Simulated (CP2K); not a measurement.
PbSe (Clausthalite) under changes of volume

One of the cells (28.671 Å³/atom); the others are scaled copies at fixed shape and fractional positions:

```
Pb Se
1.0
     4.32841    0.00000    0.00000
     2.16421    3.74852    0.00000
     2.16421    1.24951    3.53413
Pb Se
1 1
Direct
  0.00000 0.00000 0.00000
  0.50000 0.50000 0.50000
```

| Item | Value |
| --- | --- |
| Program | CP2K 2026.2 |
| Functional | PBE |
| Potentials or basis | POTENTIAL_UZH Pb GTH-PBE-q4, Se GTH-PBE-q6; TZVP-MOLOPT-PBE-GTH basis |
| Density cutoff | 6123 eV |
| k mesh | 8 × 8 × 8 |
| Occupations | fermi-dirac, width 0.05 eV |
| Spin | no spin polarisation |

```tsv
volume (Å³/atom)	energy over the lowest point (meV/atom)	pressure (GPa)	gap on the mesh (eV)
26.951	66.60	7.0	0.10
27.524	44.24	5.5	0.02
28.097	26.96	4.2	0.06
28.671	14.28	2.9	0.14
29.244	?	?	?
29.818	1.17	0.8	0.27
30.391	0.00	-0.1	0.33
```

Q: What does the run at 29.244 Å³/atom give?

A: Energy over the lowest point 5.81 meV/atom; pressure 1.8 GPa; gap on the mesh 0.20 eV.

Worked out: A Birch-Murnaghan fit of order 3 (a polynomial in V^(-2/3)) to the other rows has its minimum at 30.31 Å³/atom with B0 = V·E''(V) = 47 GPa and B' = 4.0. It gives 5.82 meV/atom at 29.244 Å³/atom, against the run's 5.81, and -dE/dV = 1.8 GPa, against 1.8.

Energies are extrapolated to zero smearing.

Caveats: spin-orbit coupling is left out, which as a rule narrows the gap of such compounds by several tenths of an eV; the basis of atomic orbitals isn't converged, which shifts pressures, moduli and gaps.

A mesh can miss the band edges.
